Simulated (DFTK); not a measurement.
# Ti in DFTK: convergence with k mesh

Crystal: Ti.

```
Ti
1.0
     2.63855    0.00000    0.00000
    -0.87952    2.48765    0.00000
    -0.87952   -1.24383    2.15437
Ti
1
Direct
  0.00000 0.00000 0.00000
```

This isn't the form of Ti at room conditions, which is hcp.

The cell isn't the ideal one: cell squeezed.

```yaml
Program: DFTK 0.8.2
Task: convergence study
Functional: LDA
Potentials_or_basis: dojo.nc.sr.lda.v0_4_1.standard.upf (LDA)
Cutoff: 1143 eV
k_mesh: 2 × 2 × 2
Occupations: fermi-dirac, width 0.02 eV
Spin: collinear spin, ferromagnetic start
Starting_moments: "[1.0] μB"
```

These are the settings of the first run; the series varies k mesh, with any setting tied to it.

Hardware: 1 thread of Intel(R) Xeon(R) Platinum 8259CL CPU @ 2.50GHz (Skylake/Cascade Lake), with other jobs on the host.

```
      k mesh  energy less the tightest run, at zero smearing (meV/atom)  pressure (GPa)  absolute moment (μB)  SCF cycles
   2 × 2 × 2                                                   -1748.85          -43.92                  0.25          10
   3 × 3 × 3                                                     -48.63           14.94                  0.52          10
   5 × 5 × 5                                                     -61.74           15.59                  0.17          11
   7 × 7 × 7                                                      46.98           17.95                  0.50          11
   8 × 8 × 8                                                       9.27           17.75                  0.06          17
10 × 10 × 10                                                       0.09           15.99                  0.06          13
12 × 12 × 12                                                       0.92           16.10                  0.00          13
14 × 14 × 14                                                       0.00           16.41                  0.00          12
```

Against the tightest run, the energy stays within 1 meV/atom from 10 × 10 × 10 on; the absolute moment stays within 0.02 μB from 12 × 12 × 12 on. Not settled before the last step: the pressure (to 0.1 GPa). Meshes of other sizes hit other points, so gaps and Fermi surfaces needn't settle smoothly. The tightest run that finished is the yardstick and may itself not be fully converged.
